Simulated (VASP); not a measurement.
# Hf (P6/mmm) in VASP: a series of runs

One crystal, Hf, is run at these levels: PBEsol; tasks: relaxation of cell and atoms.

Program: VASP 6.6.1. These are calculated values, not measurements. Logs are shortened: lines on timing, memory, paths and dates and some standing lists are left out, and cuts for length are marked.

## 1. The crystal as given

Symmetry: P6/mmm, No. 191, hexagonal system. The conventional cell has a = 4.889 Å, b = 4.889 Å, c = 3.071 Å, α = 90.00°, β = 90.00°, γ = 120.00°. Hf (site symmetry -6m2) has 11 Hf at 2.82 to 3.21 Å as nearest neighbours. Hf (site symmetry 6/mmm) has 14 Hf at 3.07 to 3.21 Å as nearest neighbours.

This isn't the form of Hf at room conditions, which is hcp.

## 2. Relaxation of cell and atoms, PBEsol, target pressure 0.0001 GPa, at which the enthalpy is minimised

INCAR reads:

```
SYSTEM = Hf
ALGO = Normal ; EDIFF = 1E-7
EDIFFG = -0.002 ; ENCUT = 520
GGA = PS ; IBRION = 2
ISIF = 3 ; ISMEAR = 0
KPAR = 4 ; LASPH = .TRUE.
LCHARG = .FALSE. ; LREAL = .FALSE.
LWAVE = .FALSE. ; NELM = 100
NSW = 80 ; PREC = Accurate
PSTRESS = 0.001 ; SIGMA = 0.1
```

KPOINTS reads:

```
k-points
0
G
  3 3 4
  0 0 0
```

POSCAR reads:

```
Hf                                      
1.0
    4.8890944454      0.0000000000      0.0000000000
   -2.4445472227      4.2340800106     -0.0000000000
    0.0000000000     -0.0000000000      3.0706359835
  Hf            
     3
Direct
     0.6666666699999979    0.3333333300000021    0.5000000000000000
     0.3333333300000021    0.6666666699999979    0.5000000000000000
     0.0000000000000000    0.0000000000000000    0.0000000000000000
```

Potentials or basis: VASP PAW PBE potentials, release 64 (Hf_pv).

Command:

```sh
cat potpaw_PBE.64/Hf_pv/POTCAR > POTCAR
mpirun -np 4 vasp_std > vasp.out
```

OUTCAR:

```text
SYSTEM = Hf
   EDIFF = 1E-7
   EDIFFG = -0.002
   ENCUT = 520
   GGA = PS
   IBRION = 2
   ISIF = 3
   ISMEAR = 0
   LASPH = .TRUE.
   LREAL = .FALSE.
   NELM = 100
   NSW = 80
   PREC = Accurate
   PSTRESS = 0.001

 ion  position               nearest neighbor table
   1  0.667  0.333  0.500-   2 2.82   2 2.82   2 2.82   3 3.21   3 3.21   3 3.21   3 3.21   3 3.21
                             3 3.21
   2  0.333  0.667  0.500-   1 2.82   1 2.82   1 2.82   3 3.21   3 3.21   3 3.21   3 3.21   3 3.21
                             3 3.21
   3  0.000  0.000  0.000-   1 3.21   2 3.21   1 3.21   2 3.21   1 3.21   1 3.21   2 3.21   2 3.21
                             1 3.21   1 3.21   2 3.21   2 3.21

  LATTYP: Found a hexagonal cell.
 ALAT       =     4.8890944454
 C/A-ratio  =     0.6280582259

  Lattice vectors:

 A1 = (   4.8890944454,   0.0000000000,   0.0000000000)
 A2 = (  -2.4445472227,   4.2340800106,   0.0000000000)
 A3 = (   0.0000000000,   0.0000000000,   3.0706359835)

Analysis of symmetry for initial positions (statically):
=====================================================================
 Subroutine PRICEL returns:
 Original cell was already a primitive cell.

 Routine SETGRP: Setting up the symmetry group for a
 hexagonal supercell.

 Subroutine GETGRP returns: Found 24 space group operations
 (whereof 24 operations were pure point group operations)
 out of a pool of 24 trial point group operations.

The static configuration has the point symmetry D_6h.

Analysis of symmetry for dynamics (positions and initial velocities):
=====================================================================
 Subroutine PRICEL returns:
 Original cell was already a primitive cell.

 Routine SETGRP: Setting up the symmetry group for a
 hexagonal supercell.

 Subroutine GETGRP returns: Found 24 space group operations
 (whereof 24 operations were pure point group operations)
 out of a pool of 24 trial point group operations.

The dynamic configuration has the point symmetry D_6h.

 Subroutine INISYM returns: Found 24 space group operations
 (whereof 24 operations are pure point group operations),
 and found     1 'primitive' translations

----------------------------------------------------------------------------------------

                                     Primitive cell

  volume of cell :      63.5647

  direct lattice vectors                    reciprocal lattice vectors
     4.889094445  0.000000000  0.000000000     0.204536855  0.118089408  0.000000000
    -2.444547223  4.234080011  0.000000000     0.000000000  0.236178815  0.000000000
     0.000000000  0.000000000  3.070635983     0.000000000  0.000000000  0.325665434

  length of vectors
     4.889094445  4.889094462  3.070635983     0.236178816  0.236178815  0.325665434

  position of ions in fractional coordinates (direct lattice)
     0.666666670  0.333333330  0.500000000
     0.333333330  0.666666670  0.500000000
     0.000000000  0.000000000  0.000000000

  ion indices of the primitive-cell ions
   primitive index   ion index
                 1           1
                 2           2
                 3           3

----------------------------------------------------------------------------------------

 KPOINTS: k-points

Automatic generation of k-mesh.
 Grid dimensions read from file:
 generate k-points for:    3    3    4

 Generating k-lattice:

  Cartesian coordinates                     Fractional coordinates (reciprocal lattice)
     0.068178952  0.039363136  0.000000000     0.333333333  0.000000000  0.000000000
     0.000000000  0.078726272  0.000000000     0.000000000  0.333333333  0.000000000
     0.000000000  0.000000000  0.081416358     0.000000000  0.000000000  0.250000000

  Length of vectors
     0.078726272  0.078726272  0.081416358

  Shift w.r.t. Gamma in fractional coordinates (k-lattice)
     0.000000000  0.000000000  0.000000000

 Subroutine IBZKPT returns following result:
 ===========================================

 Found      9 irreducible k-points:

 Following reciprocal coordinates:
            Coordinates               Weight
  0.000000  0.000000  0.000000      1.000000
  0.333333 -0.000000  0.000000      6.000000
  0.333333  0.333333  0.000000      2.000000
  0.000000  0.000000  0.250000      2.000000
  0.333333 -0.000000  0.250000     12.000000
  0.333333  0.333333  0.250000      4.000000
  0.000000  0.000000  0.500000      1.000000
  0.333333 -0.000000  0.500000      6.000000
  0.333333  0.333333  0.500000      2.000000
   k-points           NKPTS =      9   k-points in BZ     NKDIM =      9   number of bands    NBANDS=     19
   number of dos      NEDOS =    301   number of ions     NIONS =      3
   total plane-waves  NPLWV =  31104
   dimension x,y,z NGX =    36 NGY =   36 NGZ =   24
   dimension x,y,z NGXF=    72 NGYF=   72 NGZF=   48
   ions per type =               3
   NGX,Y,Z   is equivalent  to a cutoff of  12.24, 12.24, 12.99 a.u.
   NGXF,Y,Z  is equivalent  to a cutoff of  24.48, 24.48, 25.99 a.u.
 SYSTEM =  Hf
   PREC   = accura    normal or accurate (medium, high low for compatibility)
   ISTART =      0    job   : 0-new  1-cont  2-samecut
   ICHARG =      2    charge: 1-file 2-atom 10-const
   ISPIN  =      1    spin polarized calculation?
   LNONCOLLINEAR =      F non collinear calculations
   LSORBIT =      F    spin-orbit coupling
   LASPH  =      T    aspherical Exc in radial PAW
   ENCUT  =  520.0 eV  38.22 Ry    6.18 a.u.   9.09  9.09  5.71*2*pi/ulx,y,z
   NELM   =    100;   NELMIN=  2; NELMDL= -5     # of ELM steps
   EDIFF  = 0.1E-06   stopping-criterion for ELM
   LREAL  =      F    real-space projection
   EDIFFG = -.2E-02   stopping-criterion for IOM
   NSW    =     80    number of steps for IOM
   IBRION =      2    ionic relax: 0-MD 1-quasi-New 2-CG
   NFREE  =      1    steps in history (QN), initial steepest desc. (CG)
   ISIF   =      3    stress and relaxation
   ISYM   =      2    0-nonsym 1-usesym 2-fastsym
   POTIM  = 0.5000    time-step for ionic-motion
   TEBEG  =    0.0;   TEEND  =   0.0 temperature during run
   PSTRESS=    0.0 pullay stress
   NELECT =      30.0000    total number of electrons
   NUPDOWN=      -1.0000    fix difference up-down
   EMIN   =  10.00;   EMAX   =-10.00  energy-range for DOS
   EFERMI =   0.00;   METHOD = LEGACY
   ISMEAR =     0;   SIGMA  =   0.10  broadening in eV -4-tet -1-fermi 0-gaus
   EFERMI_NEDOS =   21; number of points for ismear=-14 and -15
   IALGO  =     38    algorithm
   IMIX   =      4    mixing-type and parameters
     AMIX     =   0.40;   BMIX     =  1.00
     AMIX_MAG =   1.60;   BMIX_MAG =  1.00
  volume/ion in A,a.u.               =      21.19       142.99
  Fermi-wavevector in a.u.,A,eV,Ry     =   1.274608  2.408660 22.104373  1.624626
  Thomas-Fermi vector in A             =   2.407367
   LORBIT       =      0    0 simple, 1 ext, 2 COOP (PROOUT), +10 PAW based schemes
   GGA     = PS    functional components
   LHFCALC =     F    Hartree Fock is set to
   AEXX    =    0.0000 exact exchange contribution
   IVDW    =     0    specifies the selected vdW correction
   LEPSILON=     F    determine dielectric tensor
   LRPA    =     F    only Hartree local field effects (RPA)
 conjugate gradient relaxation of ions
 non-spin polarized calculation
 Gauss-broadening in eV      SIGMA  =   0.10
  energy-cutoff  :      520.00
  volume of cell :       63.56
 maximum number of plane-waves:      1731
   NGX = 19   NGY = 19   NGZ = 11

--------------------------------------- Ionic step        1  -------------------------------------------

 number of electron      30.0000000 magnetization

 Free energy of the ion-electron system (eV)
  ---------------------------------------------------
  ext. energy  EPLUGINS =         0.00000000
  ---------------------------------------------------
  free energy    TOTEN  =       -31.52197056 eV

  energy without entropy =      -31.50926059  energy(sigma->0) =      -31.51561557

------------------------ aborting loop because EDIFF is reached ----------------------------------------

  FORCE on cell =-STRESS in cart. coord.  units (eV):
  Direction    XX          YY          ZZ          XY          YZ          ZX
  --------------------------------------------------------------------------------------
  -------------------------------------------------------------------------------------
  Total        0.0058356      0.0058356      0.0071454      0.0000000      0.0000000      0.0000000
  in kB        0.1470895      0.1470895      0.1801042      0.0000000      0.0000000      0.0000000
  external PRESSURE =       0.1570944 kB  Pullay stress =       0.0010000 kB

 VOLUME and BASIS-vectors are now :
 -----------------------------------------------------------------------------
  energy-cutoff  :      520.00
  volume of cell :       63.56
      direct lattice vectors                 reciprocal lattice vectors
     4.889094445  0.000000000  0.000000000     0.204536855  0.118089408  0.000000000
    -2.444547223  4.234080011  0.000000000     0.000000000  0.236178815  0.000000000
     0.000000000  0.000000000  3.070635983     0.000000000  0.000000000  0.325665434

 POSITION                                       TOTAL-FORCE (eV/Angst)
 -----------------------------------------------------------------------------------
      2.44455      1.41136      1.53532        -0.000000      0.000000      0.000000
     -0.00000      2.82272      1.53532         0.000000     -0.000000      0.000000
      0.00000      0.00000      0.00000         0.000000      0.000000      0.000000
 -----------------------------------------------------------------------------------
    total drift:                               -0.000000      0.000000      0.000000

  FREE ENERGIE OF THE ION-ELECTRON SYSTEM (eV)
  ---------------------------------------------------
  free  energy   TOTEN  =       -31.5219705591 eV
[... 28 lines left out ...]
 POSITION                                       TOTAL-FORCE (eV/Angst)
 -----------------------------------------------------------------------------------
      2.44478      1.41149      1.53549        -0.000000      0.000000      0.000000
     -0.00000      2.82298      1.53549         0.000000      0.000000      0.000000
      0.00000      0.00000      0.00000        -0.000000     -0.000000      0.000000
 -----------------------------------------------------------------------------------
    total drift:                               -0.000000      0.000000      0.000000

  FREE ENERGIE OF THE ION-ELECTRON SYSTEM (eV)
  ---------------------------------------------------
  free  energy   TOTEN  =       -31.5219698241 eV

  energy  without entropy=      -31.5092675173  energy(sigma->0) =      -31.51561867

  enthalpy is  TOTEN    =       -31.5219301382 eV   P V=        0.0000396859

--------------------------------------- Ionic step        3  -------------------------------------------

 number of electron      30.0000000 magnetization

 Free energy of the ion-electron system (eV)
  ---------------------------------------------------
  ext. energy  EPLUGINS =         0.00000000
  ---------------------------------------------------
  free energy    TOTEN  =       -31.52197076 eV

  energy without entropy =      -31.50926379  energy(sigma->0) =      -31.51561728

 E-fermi :   4.9753     XC(G=0): -11.6390

 val. band max:        4.9502810645   @ k =   0.3333   0.3333   0.2500
 cond. band min:       5.1902666919   @ k =   0.3333   0.3333   0.0000
 fundamental gap:      0.2399856274
 Fermi energy:         4.9753410720

 k-point     1 :       0.0000    0.0000    0.0000
  band No.  band energies     occupation
      1     -25.6552      2.00000
      2     -25.6552      2.00000
      3     -25.5914      2.00000
      4     -25.5914      2.00000
      5     -25.1994      2.00000
      6     -24.9400      2.00000
[... 11 lines left out ...]
     18       7.1530      0.00000
     19       7.1530      0.00000

 k-point     2 :       0.3333   -0.0000    0.0000
  band No.  band energies     occupation
      1     -25.8905      2.00000
      2     -25.6904      2.00000
      3     -25.3426      2.00000
      4     -25.3335      2.00000
      5     -25.1501      2.00000
      6     -24.9949      2.00000
[... 178 lines left out ...]
 VOLUME and BASIS-vectors are now :
 -----------------------------------------------------------------------------
  energy-cutoff  :      520.00
  volume of cell :       63.57
      direct lattice vectors                 reciprocal lattice vectors
     4.889280378  0.000000000  0.000000000     0.204529076  0.118084917 -0.000000000
    -2.444640189  4.234241033  0.000000000     0.000000000  0.236169834 -0.000000000
     0.000000000  0.000000000  3.070779150     0.000000000  0.000000000  0.325650251

 POSITION                                       TOTAL-FORCE (eV/Angst)
 -----------------------------------------------------------------------------------
      2.44464      1.41141      1.53539         0.000000      0.000000      0.000000
     -0.00000      2.82283      1.53539        -0.000000     -0.000000      0.000000
      0.00000      0.00000      0.00000        -0.000000     -0.000000      0.000000
 -----------------------------------------------------------------------------------
    total drift:                               -0.000000      0.000000      0.000000

  FREE ENERGIE OF THE ION-ELECTRON SYSTEM (eV)
  ---------------------------------------------------
  free  energy   TOTEN  =       -31.5219707633 eV

  energy  without entropy=      -31.5092637899  energy(sigma->0) =      -31.51561728

  enthalpy is  TOTEN    =       -31.5219310845 eV   P V=        0.0000396788

 reached required accuracy - stopping structural energy minimisation
```

Wall time 14 s (4 MPI ranks of Intel Xeon Platinum 8259CL at 2.50GHz (Skylake/Cascade Lake), shared host); peak memory 0.17 GiB.

What came out:

```
Free energy                                            : -31.5220 eV
Relaxed volume                                         : 21.19 Å³/atom
Relaxed cell                                           : a = 4.889 Å, b = 4.889 Å, c = 3.071 Å, α = 90.00°, β = 90.00°, γ = 120.00°
Space group after relaxing (to 0.05 Å)                 : P6/mmm (No. 191)
Energy change on relaxing (the enthalpy is what falls) : -0.0 meV/atom
Ionic steps                                            : 3
Pressure after relaxing                                : 0.0 GPa
Band gap on the k mesh                                 : none (metal or under the smearing width)
```

Final structure:
```yaml
crystal:
  lattice:
    - [4.88928, 0.00000, 0.00000]
    - [-2.44464, 4.23424, 0.00000]
    - [0.00000, 0.00000, 3.07078]
  atoms:
    - { symbol: Hf, position: [0.66667, 0.33333, 0.50000] }
    - { symbol: Hf, position: [0.33333, 0.66667, 0.50000] }
    - { symbol: Hf, position: [0.00000, 0.00000, 0.00000] }
```

Caveat: the k mesh is coarse (spacing up to 0.51 Å⁻¹), so the values aren't converged; the cell is relaxed towards a set pressure, so the enthalpy falls and the energy may rise; the PAW data sets were made with another functional, which shifts forces and pressure a little. The run has no spin-orbit coupling, so splittings on Hf are missing.

## 3. Relaxation of cell and atoms, PBEsol, target pressure 100 GPa, at which the enthalpy is minimised

This run uses another cell than the first one, of 15.06 Å³/atom, 0.711 times its volume.

Changes to INCAR since step 2:

```diff
@@ -9,2 +9,2 @@
 NSW = 80 ; PREC = Accurate
-PSTRESS = 0.001 ; SIGMA = 0.1
+PSTRESS = 1000 ; SIGMA = 0.1
```

KPOINTS is that of step 2.

POSCAR reads:

```
Hf                                      
1.0
    4.3651811724      0.0000000000      0.0000000000
   -2.1825905862      3.7803577980      0.0000000000
    0.0000000000      0.0000000000      2.7371777299
  Hf            
     3
Direct
     0.6666666699999979    0.3333333300000021    0.5000000000000000
     0.3333333300000021    0.6666666699999979    0.5000000000000000
     0.0000000000000000    0.0000000000000000    0.0000000000000000
```

Potentials or basis: VASP PAW PBE potentials, release 64 (Hf_pv).

Command:

```sh
cat potpaw_PBE.64/Hf_pv/POTCAR > POTCAR
mpirun -np 4 vasp_std > vasp.out
```

It took 52 s on 4 MPI ranks of Intel Xeon Platinum 8259CL at 2.50GHz (Skylake/Cascade Lake), shared host; peak memory 0.16 GiB.

It converged, with:

```
Free energy                                            : -26.6788 eV
Relaxed volume                                         : 14.12 Å³/atom
Relaxed cell                                           : a = 4.274 Å, b = 4.274 Å, c = 2.676 Å, α = 90.00°, β = 90.00°, γ = 120.00°
Space group after relaxing (to 0.05 Å)                 : P6/mmm (No. 191)
Energy change on relaxing (the enthalpy is what falls) : +510.0 meV/atom
Ionic steps                                            : 9
Pressure after relaxing                                : 100.0 GPa
Band gap on the k mesh                                 : none (metal or under the smearing width)
```

The path:
| step | energy change (eV) | largest force (eV/Å) | pressure (GPa) | volume (Å³) |
| --- | --- | --- | --- | --- |
| 1 | 0.0000 | 0.0000 | 75.00 | 45.17 |
| 2 | 13.4923 | 0.0000 | 281.61 | 31.49 |
| 3 | 1.2832 | 0.0000 | 96.01 | 42.75 |
| 4 | 1.5022 | 0.0000 | 99.57 | 42.39 |
| 5 | 1.5361 | 0.0000 | 100.12 | 42.34 |
| 6 | 1.5385 | 0.0000 | 100.11 | 42.34 |
| 7 | 1.5370 | 0.0000 | 100.12 | 42.34 |
| 8 | 1.5073 | 0.0000 | 99.64 | 42.39 |
| 9 | 1.5301 | 0.0000 | 100.00 | 42.35 |

Final structure:
```xyz
3
Lattice="4.2745 0.0000 0.0000 -2.1372 3.7018 0.0000 0.0000 0.0000 2.6764" Properties=species:S:1:pos:R:3 pbc="T T T"
Hf    2.1372    1.2339    1.3382
Hf    0.0000    2.4679    1.3382
Hf    0.0000    0.0000    0.0000
```

Levels at points of the mesh, in eV from the Fermi level:
| k point | band 11 | band 12 | band 13 | band 14 | band 15 | band 16 | band 17 | band 18 | band 19 |
| --- | --- | --- | --- | --- | --- | --- | --- | --- | --- |
| (0.00, 0.00, 0.00) | -4.54 | -0.61 | -0.12 | -0.12 | 0.06 | 0.06 | 1.41 | 2.82 | 2.82 |
| (0.00, 0.00, 0.50) | -4.97 | -3.28 | -3.28 | -2.57 | -1.06 | 1.92 | 1.92 | 3.51 | 3.51 |

Caveat: the k mesh is coarse (spacing up to 0.57 Å⁻¹), so the values aren't converged; the cell is relaxed towards a set pressure, so the enthalpy falls and the energy may rise; the PAW data sets were made with another functional, which shifts forces and pressure a little.

## 4. Relaxation of cell and atoms, PBEsol, target pressure 100 GPa, at which the enthalpy is minimised

This run uses another cell than the first one, of 14.12 Å³/atom, 0.666 times its volume.

INCAR is that of step 3.

KPOINTS is that of step 3.

POSCAR reads:

```
Hf                                      
1.0
    4.2744995962      0.0000000000      0.0000000000
   -2.1372497981      3.7018252563      0.0000000000
    0.0000000000     -0.0000000000      2.6763700931
  Hf            
     3
Direct
     0.6666666699999979    0.3333333300000021    0.5000000000000000
     0.3333333300000021    0.6666666699999979    0.5000000000000000
     0.0000000000000000    0.0000000000000000    0.0000000000000000
```

Command:

```sh
cat potpaw_PBE.64/Hf_pv/POTCAR > POTCAR
mpirun -np 4 vasp_std > vasp.out
```

Run time: 6.6 s. Hardware: 4 MPI ranks of Intel Xeon Platinum 8259CL at 2.50GHz (Skylake/Cascade Lake), shared host; peak memory 0.14 GiB.

It converged, with:

| Property | Result |
| --- | --- |
| Free energy | -26.6780 eV |
| Pressure after relaxing | 100.0 GPa |
| Band gap on the k mesh | none (metal or under the smearing width) |

Final structure:
```
CELL_PARAMETERS angstrom
4.27450 0.00000 0.00000
-2.13725 3.70183 0.00000
0.00000 0.00000 2.67637
ATOMIC_POSITIONS crystal
Hf 0.66667 0.33333 0.50000
Hf 0.33333 0.66667 0.50000
Hf 0.00000 0.00000 0.00000
```

Levels at points of the mesh, in eV from the Fermi level:
```csv
k point,band 11,band 12,band 13,band 14,band 15,band 16,band 17,band 18,band 19
"(0.00, 0.00, 0.00)",-4.54,-0.61,-0.12,-0.12,0.06,0.06,1.41,2.82,2.82
"(0.00, 0.00, 0.50)",-4.97,-3.28,-3.28,-2.57,-1.06,1.92,1.92,3.51,3.51
```

Caveat: the k mesh is coarse (spacing up to 0.59 Å⁻¹), so the values aren't converged; the relaxation stopped at its first step, so nothing moved; the cell is relaxed towards a set pressure, so the enthalpy falls and the energy may rise; the PAW data sets were made with another functional, which shifts forces and pressure a little.
